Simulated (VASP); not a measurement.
A run of VASP 6.6.1:

Contents of INCAR:

```
  ALGO = Normal
  EDIFF = 1E-6
  EDIFFG = -0.01
  ENCUT = 600
  IBRION = 2
  ISIF = 3
  ISMEAR = 0
  LASPH = T
  LCHARG = F
  LREAL = F
  LWAVE = F
  NELM = 80
  NSW = 90
  PREC = Accurate
  SIGMA = 0.03
```

The input KPOINTS:

```
k-points
0
Gamma
  8 8 8
```

The input POSCAR:

```
PbSe
1.0
    0.0000000000      3.0606500000      3.0606500000
    3.0606500000      0.0000000000      3.0606500000
    3.0606500000      3.0606500000      0.0000000000
Pb Se
1 1
Direct
    0.0000000000      0.0000000000      0.0000000000
    0.5000000000      0.5000000000      0.5000000000
```

Potentials or basis: VASP PAW LDA potentials, release 64 (Pb_d, Se).

The run is started by

```bash
$ cat potpaw_LDA.64/Pb_d/POTCAR potpaw_LDA.64/Se/POTCAR > POTCAR
$ mpirun -np 1 vasp_std > vasp.out
```

Hardware: 1 thread of Intel(R) Xeon(R) 6975P-C (Granite Rapids) (shared host).

Q: How long does it take, and how much memory?

A: It took 21 s on 1 thread of Intel(R) Xeon(R) 6975P-C (Granite Rapids), with other jobs on the host, peak memory 0.19 GiB. Counts: scf iterations 26, k points 29, ion steps 3.
